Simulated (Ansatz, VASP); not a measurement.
Two plane-wave programs on SnTe

```
CELL_PARAMETERS angstrom
0.00000 3.58691 3.58691
3.58691 0.00000 3.58691
3.58691 3.58691 0.00000
ATOMIC_POSITIONS crystal
Te 0.25000 0.25000 0.25000
Sn 0.00000 0.00000 0.00000
```

Measurements of this composition are mostly on another form, of space group No. 225.

Alike in both runs: task single point; functional LDA; k mesh 6 × 6 × 6; occupations fermi-dirac, width 0.05 eV; no spin polarisation.

|  | VASP | Ansatz |
| --- | --- | --- |
| version | VASP 6.6.1 | Ansatz 0.2.0 |
| potentials or method | VASP PAW LDA potentials, release 64 (Te, Sn_d) | Ansatz PAW |
| plane-wave cutoff (eV) | 520 | 420 |
| valence electrons in the cell | 20 | 30 |

```tsv
	VASP	Ansatz	Ansatz less VASP
gap on the k mesh at the Fermi level (eV)	0.15	0.16	+0.010
least direct gap on the mesh (eV)	0.70	0.71	+0.007
pressure (GPa)	-1.8	-1.8	-0.03
```

The two sets of potentials don't hold the same shells in valence.

Caveats: spin-orbit coupling is left out, which moves the levels of the heavy elements; the PAW data sets come from PBE, with cores solved anew for the run's functional, which leaves a small shift of forces and pressure (Ansatz).
